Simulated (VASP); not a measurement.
# Sb2Pt (Geversite) (Pa-3) in VASP: notebook, part 2 of 2

VASP 6.6.1. The steps go on from the part before.

## Step 4: Band structure, r2SCAN

Contents of INCAR:

```
SYSTEM = Sb2Pt
PREC = Accurate
ENCUT = 520
EDIFF = 1E-6
ISMEAR = 1
SIGMA = 0.1
LREAL = .FALSE.
LASPH = .TRUE.
NELM = 80
ALGO = Normal
ISIF = 2
LWAVE = .FALSE.
LCHARG = .FALSE.
LMAXMIX = 4
METAGGA = R2SCAN
LMIXTAU = .TRUE.
NBANDS = 52
KPAR = 4
```

Contents of KPOINTS:

```
Automatic mesh
0
G
  6 6 6
  0 0 0
```

Contents of POSCAR:

```
Sb2Pt                                   
1.0
    6.4600575478      0.0000000000      0.0000000000
    0.0000000000      6.4600575478      0.0000000000
    0.0000000000      0.0000000000      6.4600575478
  Sb              Pt            
     8     4
Direct
     0.3743955486752739    0.3743955486752739    0.3743955486752739
     0.1256044513247261    0.6256044513247261    0.8743955486752739
     0.8743955486752739    0.1256044513247261    0.6256044513247261
     0.6256044513247261    0.8743955486752739    0.1256044513247261
     0.6256044513247261    0.6256044513247261    0.6256044513247261
     0.8743955486752739    0.3743955486752739    0.1256044513247261
     0.1256044513247261    0.8743955486752739    0.3743955486752739
     0.3743955486752739    0.1256044513247261    0.8743955486752739
     0.0000000000000000    0.0000000000000000    0.0000000000000000
     0.5000000000000000    0.0000000000000000    0.5000000000000000
     0.5000000000000000    0.5000000000000000    0.0000000000000000
     0.0000000000000000    0.5000000000000000    0.5000000000000000
```

KPOINTS_OPT is that of step 3.

Potentials or basis: VASP PAW PBE potentials, release 64 (Sb, Pt).

The run is started by

```sh
$ cat potpaw_PBE.64/Sb/POTCAR potpaw_PBE.64/Pt/POTCAR > POTCAR
$ mpirun -np 4 vasp_std > vasp.out
```

OUTCAR:

```text
SYSTEM = Sb2Pt
   PREC = Accurate
   ENCUT = 520
   EDIFF = 1E-6
   ISMEAR = 1
   LREAL = .FALSE.
   LASPH = .TRUE.
   NELM = 80
   ISIF = 2
   METAGGA = R2SCAN

 ion  position               nearest neighbor table
   1  0.374  0.374  0.374-  10 2.68  11 2.68  12 2.68   5 2.81   6 3.61   7 3.61   8 3.61   8 3.61
                             7 3.61   6 3.61
   2  0.126  0.626  0.874-   9 2.68  11 2.68  12 2.68   6 2.81   5 3.61   7 3.61   8 3.61   7 3.61
                             8 3.61   5 3.61
   3  0.874  0.126  0.626-   9 2.68  10 2.68  12 2.68   7 2.81   6 3.61   5 3.61   8 3.61   6 3.61
                             5 3.61   8 3.61
   4  0.626  0.874  0.126-   9 2.68  10 2.68  11 2.68   8 2.81   6 3.61   7 3.61   5 3.61   5 3.61
                             6 3.61   7 3.61
   5  0.626  0.626  0.626-  10 2.68  11 2.68  12 2.68   1 2.81   2 3.61   3 3.61   4 3.61   4 3.61
                             3 3.61   2 3.61
   6  0.874  0.374  0.126-   9 2.68  11 2.68  12 2.68   2 2.81   1 3.61   3 3.61   4 3.61   3 3.61
                             4 3.61   1 3.61
   7  0.126  0.874  0.374-   9 2.68  10 2.68  12 2.68   3 2.81   2 3.61   1 3.61   4 3.61   2 3.61
[... 1541 lines left out ...]

  FORCE on cell =-STRESS in cart. coord.  units (eV):
  Direction    XX          YY          ZZ          XY          YZ          ZX
  --------------------------------------------------------------------------------------
  -------------------------------------------------------------------------------------
  Total        3.9010212      3.9010212      3.9010212     -0.0000000     -0.0000000      0.0000000
  in kB       23.1835389     23.1835389     23.1835389     -0.0000000     -0.0000000      0.0000000
  external PRESSURE =      23.1835389 kB  Pullay stress =       0.0000000 kB

 VOLUME and BASIS-vectors are now :
 -----------------------------------------------------------------------------
  energy-cutoff  :      520.00
  volume of cell :      269.59
      direct lattice vectors                 reciprocal lattice vectors
     6.460057548  0.000000000  0.000000000     0.154797383  0.000000000  0.000000000
     0.000000000  6.460057548  0.000000000     0.000000000  0.154797383  0.000000000
     0.000000000  0.000000000  6.460057548     0.000000000  0.000000000  0.154797383

 POSITION                                       TOTAL-FORCE (eV/Angst)
 -----------------------------------------------------------------------------------
      2.41862      2.41862      2.41862         0.084147      0.084147      0.084147
      0.81141      4.04144      5.64865        -0.084147     -0.084147      0.084147
      5.64865      0.81141      4.04144         0.084147     -0.084147     -0.084147
      4.04144      5.64865      0.81141        -0.084147      0.084147     -0.084147
      4.04144      4.04144      4.04144        -0.084147     -0.084147     -0.084147
      5.64865      2.41862      0.81141         0.084147      0.084147     -0.084147
      0.81141      5.64865      2.41862        -0.084147      0.084147      0.084147
      2.41862      0.81141      5.64865         0.084147     -0.084147      0.084147
      0.00000      0.00000      0.00000         0.000000      0.000000      0.000000
      3.23003      0.00000      3.23003         0.000000      0.000000      0.000000
      3.23003      3.23003      0.00000         0.000000      0.000000      0.000000
      0.00000      3.23003      3.23003         0.000000      0.000000      0.000000
 -----------------------------------------------------------------------------------
    total drift:                                0.000000     -0.000000     -0.000000

  FREE ENERGIE OF THE ION-ELECTRON SYSTEM (eV)
  ---------------------------------------------------
  free  energy   TOTEN  =      -418.0479208639 eV

  energy  without entropy=     -418.0476433322  energy(sigma->0) =     -418.04782835
```

OSZICAR:

```text
N       E                     dE             d eps       ncg     rms          rms(c)
DAV:   1     0.153792389311E+03    0.15379E+03   -0.32298E+04  2496   0.137E+03
DAV:   2    -0.398835171496E+03   -0.55263E+03   -0.51934E+03  2852   0.253E+02
DAV:   3    -0.435037546280E+03   -0.36202E+02   -0.35019E+02  2988   0.685E+01
DAV:   4    -0.435844961050E+03   -0.80741E+00   -0.80053E+00  2924   0.106E+01
DAV:   5    -0.435861007514E+03   -0.16046E-01   -0.16021E-01  2920   0.162E+00    0.176E+01
DAV:   6    -0.423563881125E+03    0.12297E+02   -0.12621E+01  2672   0.209E+01    0.781E+00
DAV:   7    -0.416966875272E+03    0.65970E+01   -0.18960E+00  2596   0.890E+00    0.556E+00
DAV:   8    -0.417613927134E+03   -0.64705E+00   -0.13762E+00  2692   0.393E+00    0.187E+00
DAV:   9    -0.417819816838E+03   -0.20589E+00   -0.27421E-01  2656   0.259E+00    0.410E-01
DAV:  10    -0.418012564893E+03   -0.19275E+00   -0.28200E-01  2544   0.217E+00    0.353E-01
[... 61 further cycles ...]
DAV:   9     0.797262943611E+04   -0.75955E-06     1492
       N       E                     dE             ncg
DAV:   1     0.298991729560E+05   -0.36541E+04     1456
DAV:   2     0.219793536379E+05   -0.79198E+04     1680
DAV:   3     0.215012515257E+05   -0.47810E+03     1688
DAV:   4     0.214916502374E+05   -0.96013E+01     1688
DAV:   5     0.214914649614E+05   -0.18528E+00     1668
DAV:   6     0.214914595306E+05   -0.54309E-02     1668
DAV:   7     0.214914593096E+05   -0.22097E-03     1684
DAV:   8     0.214914593003E+05   -0.92425E-05     1532
DAV:   9     0.214914592999E+05   -0.42509E-06     1036
```

It took 8.9 min on 4 MPI ranks of Intel Xeon 6975P-C (Granite Rapids), shared host; peak memory 0.67 GiB.

Results:

```
Free energy             : -418.0479 eV
Pressure                : 2.3 GPa
Largest force           : 0.146 eV/Å
Band gap along the path : none (metal or under the smearing width)
```

Forces in eV/Å, atoms in the order of the input:
```
Sb   0.084  0.084  0.084
Sb  -0.084 -0.084  0.084
Sb   0.084 -0.084 -0.084
Sb  -0.084  0.084 -0.084
Sb  -0.084 -0.084 -0.084
Sb   0.084  0.084 -0.084
Sb  -0.084  0.084  0.084
Sb   0.084 -0.084  0.084
Pt   0.000  0.000  0.000
Pt   0.000  0.000  0.000
Pt   0.000  0.000  0.000
Pt   0.000  0.000  0.000
```

Levels at the corners of the path, in eV from the Fermi level:
```tsv
point	band 38	band 39	band 40	band 41	band 42	band 43
Γ	-0.56	-0.56	-0.56	0.02	0.02	0.02
X	-1.56	-0.75	-0.75	0.84	0.84	1.65
X	-1.56	-0.75	-0.75	0.84	0.84	1.65
M	-0.83	-0.83	-0.83	1.89	1.89	1.89
M	-0.83	-0.83	-0.83	1.89	1.89	1.89
Γ	-0.56	-0.56	-0.56	0.02	0.02	0.02
Γ	-0.56	-0.56	-0.56	0.02	0.02	0.02
R	-0.75	-0.75	-0.75	0.05	0.05	0.05
R	-0.75	-0.75	-0.75	0.05	0.05	0.05
X	-1.56	-0.75	-0.75	0.84	0.84	1.65
M	-0.83	-0.83	-0.83	1.89	1.89	1.89
R	-0.75	-0.75	-0.75	0.05	0.05	0.05
```

Caveat: the PAW data sets were made with another functional, which shifts forces and pressure a little; spin-orbit coupling is left out, which moves the levels of the heavy elements.

## Step 5: Band structure, PBE, spin-orbit coupling, no magnetisation

Changes to INCAR since step 4:

```diff
@@ -13,6 +13,9 @@
 LCHARG = .FALSE.
+MAGMOM = 0 0 0 0 0 0 0 0 0 0 0 0 0 0 0 0 0 0 0 0 0 0 0 0 0 0 0 0 0 0 0 0 0 0 0 0
+LORBIT = 11
+LSORBIT = .TRUE.
+GGA_COMPAT = .FALSE.
 LMAXMIX = 4
-METAGGA = R2SCAN
-LMIXTAU = .TRUE.
-NBANDS = 52
+GGA = PE
+NBANDS = 102
 KPAR = 4
```

KPOINTS is that of step 4.

POSCAR is that of step 4.

KPOINTS_OPT is that of step 4.

The run is started by

```sh
$ cat potpaw_PBE.64/Sb/POTCAR potpaw_PBE.64/Pt/POTCAR > POTCAR
$ mpirun -np 4 vasp_ncl > vasp.out
```

Wall time 19 min (4 MPI ranks of Intel Xeon 6975P-C (Granite Rapids), shared host); peak memory 1.7 GiB.

The run converged. Its results:

| Quantity | Value |
| --- | --- |
| Free energy | -64.9308 eV |
| Pressure | 4.7 GPa |
| Largest force | 0.013 eV/Å |
| Valence electrons inside the program's atomic spheres | Sb 2.43; Pt 9.47 |

Forces on the atoms (eV/Å):
```
Sb   0.007  0.007  0.007
Sb  -0.007 -0.007  0.007
Sb   0.007 -0.007 -0.007
Sb  -0.007  0.007 -0.007
Sb  -0.007 -0.007 -0.007
Sb   0.007  0.007 -0.007
Sb  -0.007  0.007  0.007
Sb   0.007 -0.007  0.007
Pt   0.000  0.000  0.000
Pt   0.000  0.000  0.000
Pt   0.000  0.000  0.000
Pt   0.000  0.000  0.000
```

## Step 6: Density of states, PBE

POSCAR is that of step 5.

Contents of INCAR.step1:

```
SYSTEM = Sb2Pt
PREC = Accurate
ENCUT = 520
EDIFF = 1E-6
ISMEAR = 1
SIGMA = 0.1
LREAL = .False.
LASPH = .True.
NELM = 80
ALGO = Normal
ISIF = 2
LWAVE = .False.
LCHARG = .True.
LMAXMIX = 4
GGA = PE
KPAR = 4
```

Contents of KPOINTS.step1:

```
Automatic mesh
0
Gamma
  6 6 6
  0 0 0
```

Contents of INCAR.step2:

```
SYSTEM = Sb2Pt
PREC = Accurate
ENCUT = 520
EDIFF = 1E-6
ISMEAR = -5
SIGMA = 0.1
LREAL = .False.
LASPH = .True.
NELM = 80
ALGO = Normal
ISIF = 2
LWAVE = .False.
LCHARG = .False.
LMAXMIX = 4
GGA = PE
LORBIT = 10
KPAR = 4
NEDOS = 1001
ICHARG = 11
```

Contents of KPOINTS.step2:

```
Automatic mesh
0
Gamma
  9 9 9
  0 0 0
```

Potentials or basis: VASP PAW PBE potentials, release 64 (Sb, Pt).

The run is started by

```sh
$ cat potpaw_PBE.64/Sb/POTCAR potpaw_PBE.64/Pt/POTCAR > POTCAR
$ cp INCAR.step1 INCAR
$ cp KPOINTS.step1 KPOINTS
$ mpirun -np 4 vasp_std > vasp.out
$ cp INCAR.step2 INCAR
$ cp KPOINTS.step2 KPOINTS
$ mpirun -np 4 vasp_std > vasp.out
```

OUTCAR:

```text
SYSTEM = Sb2Pt
   PREC = Accurate
   ENCUT = 520
   EDIFF = 1E-6
   ISMEAR = -5
   LREAL = .False.
   LASPH = .True.
   NELM = 80
   ISIF = 2
   GGA = PE
   LORBIT = 10
   ICHARG = 11

 ion  position               nearest neighbor table
   1  0.374  0.374  0.374-  10 2.68  11 2.68  12 2.68   5 2.81   6 3.61   7 3.61   8 3.61   8 3.61
                             7 3.61   6 3.61
   2  0.126  0.626  0.874-   9 2.68  11 2.68  12 2.68   6 2.81   5 3.61   7 3.61   8 3.61   7 3.61
                             8 3.61   5 3.61
   3  0.874  0.126  0.626-   9 2.68  10 2.68  12 2.68   7 2.81   6 3.61   5 3.61   8 3.61   6 3.61
                             5 3.61   8 3.61
   4  0.626  0.874  0.126-   9 2.68  10 2.68  11 2.68   8 2.81   6 3.61   7 3.61   5 3.61   5 3.61
                             6 3.61   7 3.61
   5  0.626  0.626  0.626-  10 2.68  11 2.68  12 2.68   1 2.81   2 3.61   3 3.61   4 3.61   4 3.61
                             3 3.61   2 3.61
   6  0.874  0.374  0.126-   9 2.68  11 2.68  12 2.68   2 2.81   1 3.61   3 3.61   4 3.61   3 3.61
                             4 3.61   1 3.61
   7  0.126  0.874  0.374-   9 2.68  10 2.68  12 2.68   3 2.81   2 3.61   1 3.61   4 3.61   2 3.61
                             1 3.61   4 3.61
   8  0.374  0.126  0.874-   9 2.68  10 2.68  11 2.68   4 2.81   2 3.61   3 3.61   1 3.61   1 3.61
                             2 3.61   3 3.61
   9  0.000  0.000  0.000-   2 2.68   3 2.68   4 2.68   6 2.68   7 2.68   8 2.68
[... 1457 lines left out ...]
  volume of cell :      269.59
      direct lattice vectors                 reciprocal lattice vectors
     6.460057548  0.000000000  0.000000000     0.154797383  0.000000000  0.000000000
     0.000000000  6.460057548  0.000000000     0.000000000  0.154797383  0.000000000
     0.000000000  0.000000000  6.460057548     0.000000000  0.000000000  0.154797383

 POSITION                                       TOTAL-FORCE (eV/Angst)
 -----------------------------------------------------------------------------------
      2.41862      2.41862      2.41862         0.011096      0.011096      0.011096
      0.81141      4.04144      5.64865        -0.011096     -0.011096      0.011096
      5.64865      0.81141      4.04144         0.011096     -0.011096     -0.011096
      4.04144      5.64865      0.81141        -0.011096      0.011096     -0.011096
      4.04144      4.04144      4.04144        -0.011096     -0.011096     -0.011096
      5.64865      2.41862      0.81141         0.011096      0.011096     -0.011096
      0.81141      5.64865      2.41862        -0.011096      0.011096      0.011096
      2.41862      0.81141      5.64865         0.011096     -0.011096      0.011096
      0.00000      0.00000      0.00000        -0.000000     -0.000000      0.000000
      3.23003      0.00000      3.23003        -0.000000     -0.000000      0.000000
      3.23003      3.23003      0.00000        -0.000000     -0.000000      0.000000
      0.00000      3.23003      3.23003        -0.000000     -0.000000      0.000000
 -----------------------------------------------------------------------------------
    total drift:                                0.000000      0.000000     -0.000000

  FREE ENERGIE OF THE ION-ELECTRON SYSTEM (eV)
  ---------------------------------------------------
  free  energy   TOTEN  =       -63.0693738285 eV

  energy  without entropy=      -63.0693738285  energy(sigma->0) =      -63.06937383

 total charge

# of ion       s       p       d       tot
------------------------------------------
    1        1.147   1.217   0.063   2.427
    2        1.147   1.217   0.063   2.427
    3        1.147   1.217   0.063   2.427
    4        1.147   1.217   0.063   2.427
    5        1.147   1.217   0.063   2.427
    6        1.147   1.217   0.063   2.427
    7        1.147   1.217   0.063   2.427
    8        1.147   1.217   0.063   2.427
    9        0.695   0.697   8.076   9.468
   10        0.695   0.697   8.076   9.468
   11        0.695   0.697   8.076   9.468
   12        0.695   0.697   8.076   9.468
--------------------------------------------------
tot         11.957  12.521  32.810  57.287
```

Wall time 93 s (4 MPI ranks of Intel Xeon 6975P-C (Granite Rapids), shared host); peak memory 0.58 GiB.

Results:

| Item | Value |
| --- | --- |
| Valence electrons inside the program's atomic spheres | Sb 2.43; Pt 9.47 |

Levels at points of the mesh, in eV from the Fermi level:
```csv
k point,band 37,band 38,band 39,band 40,band 41,band 42,band 43,band 44
"(0.00, 0.00, 0.00)",-1.75,-0.53,-0.53,-0.53,-0.03,-0.03,-0.03,0.85
```

States per cell in windows of 1 eV (zero at the Fermi level; states under -8 eV left out):
| from (eV) | total | Pt9_d | Pt10_d | Pt11_d | Pt12_d | Sb1_p | Sb2_p |
| --- | --- | --- | --- | --- | --- | --- | --- |
| -8.0 | 0.11 | 0.00 | 0.00 | 0.00 | 0.00 | 0.00 | 0.00 |
| -7.0 | 0.59 | 0.03 | 0.03 | 0.03 | 0.03 | 0.01 | 0.01 |
| -6.0 | 13.42 | 1.35 | 1.35 | 1.35 | 1.35 | 0.29 | 0.29 |
| -5.0 | 11.24 | 1.63 | 1.63 | 1.63 | 1.63 | 0.16 | 0.16 |
| -4.0 | 18.63 | 3.50 | 3.50 | 3.50 | 3.50 | 0.10 | 0.10 |
| -3.0 | 8.28 | 0.89 | 0.89 | 0.89 | 0.89 | 0.17 | 0.17 |
| -2.0 | 7.54 | 0.39 | 0.39 | 0.39 | 0.39 | 0.25 | 0.25 |
| -1.0 | 4.74 | 0.11 | 0.11 | 0.11 | 0.11 | 0.19 | 0.19 |
| 0.0 | 3.70 | 0.29 | 0.29 | 0.29 | 0.29 | 0.09 | 0.09 |
| 1.0 | 5.12 | 0.30 | 0.30 | 0.30 | 0.30 | 0.15 | 0.15 |
| 2.0 | 5.71 | 0.29 | 0.29 | 0.29 | 0.29 | 0.19 | 0.19 |
| 3.0 | 1.81 | 0.08 | 0.08 | 0.08 | 0.08 | 0.07 | 0.07 |
| 4.0 | 0.00 | 0.00 | 0.00 | 0.00 | 0.00 | 0.00 | 0.00 |

Caveat: tetrahedron occupations give inexact forces and stress in metals.

## Step 7: Summary

| task | level | potentials or basis | spin | k mesh for the DOS | occupations for the DOS | pressure (GPa) | largest force (eV/Å) |
| --- | --- | --- | --- | --- | --- | --- | --- |
| band structure | PBE | VASP PAW PBE potentials, release 64 (Sb, Pt) | off | - | - | 4.7 | 0.02 |
| band structure | LDA | VASP PAW LDA potentials, release 64 (Sb, Pt) | off | - | - | -2.0 | 0.03 |
| band structure | r2SCAN | VASP PAW PBE potentials, release 64 (Sb, Pt) | off | - | - | 2.3 | 0.15 |
| band structure | PBE | VASP PAW PBE potentials, release 64 (Sb, Pt) | SOC, no magnetisation | - | - | 4.7 | 0.01 |
| density of states | PBE | VASP PAW PBE potentials, release 64 (Sb, Pt) | off | 9 × 9 × 9 | tetrahedron | - | - |

Alike in all rows: cell as given; k mesh 6 × 6 × 6; cutoff (eV) 520; smearing methfessel-paxton 0.1 eV.

Caveats: spin-orbit coupling is left out, which moves the levels of the heavy elements (some runs); the PAW data sets were made with another functional, which shifts forces and pressure a little (some runs); tetrahedron occupations give inexact forces and stress in metals (some runs).

Absolute energies hang on the potentials; compare differences alone.

## Step 8: Comparison with measurements

Step 2. Against the measured gap of Sb2Pt, 0.11 eV (a printed reference work, data compilation), the calculated 0.00 eV is off by -0.11 eV. Spin-orbit coupling on Pt, Sb is left out. The value is that of PBE, without temperature or zero-point motion. Semilocal functionals fall short of measured gaps as a rule.

Step 3. A measured gap of Sb2Pt is 0.11 eV (a printed reference work, data compilation); the calculated 0.00 eV misses it by -0.11 eV. Spin-orbit coupling on Pt, Sb is left out. The value is that of LDA, without temperature or zero-point motion. Semilocal functionals fall short of measured gaps as a rule.
